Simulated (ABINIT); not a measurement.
Input of an ABINIT 10.8.3 (patched build) run:

Contents of run.abi:

```
# Pseudopotentials
pp_dirpath "./"
pseudos "Ni_ONCV_PBE-1.2.upf"

# Structure
acell 2.3966654973 2.3966654973 2.3966654973 Angstrom
rprim
    -0.5773502692     0.5773502692     0.5773502692
     0.5773502692    -0.5773502692     0.5773502692
     0.5773502692     0.5773502692    -0.5773502692
ntypat 1
znucl 28
natom 1
typat 1
xcart
     0.0000000000     0.0000000000     0.0000000000 Angstrom

# Plane-wave basis
ecut 30.0

# k points
kptopt 1
ngkpt 6 6 6
nshiftk 1
shiftk 0.0 0.0 0.0

# Exchange and correlation
ixc 41
fockdownsampling 2 2 2

# Bands and occupations
nband 14
occopt 3
tsmear 0.05 eV

# Spin
nsppol 2
spinat
     0.0000000000     0.0000000000     1.0000000000

# SCF cycle
nstep 60
toldfe 1.0e-7

# Output
iomode 3
prtwf 0
prteig 0
prtebands 0
prtden 1
prtvha 1
prtvclmb 1
prtpot 1
```

Potentials or basis: SG15 NC PBE v1.2.

Run with:

```bash
$ mpirun --bind-to none -np 4 abinit run.abi > log 2>&1
```

(1) What does it give for the band gap on the k mesh?

(2) Estimate the net moment.

(3) What does it give for the site moments?

## Answers

(1) none (metal or under the smearing width).

(2) 0.63 μB per cell.

(3) Ni +0.72 μB.

Caveat: the k mesh is coarse (spacing up to 0.54 Å⁻¹), so the values aren't converged, least of all with exact exchange; exact exchange is summed on a coarse mesh, which widens gaps by tenths of an eV.
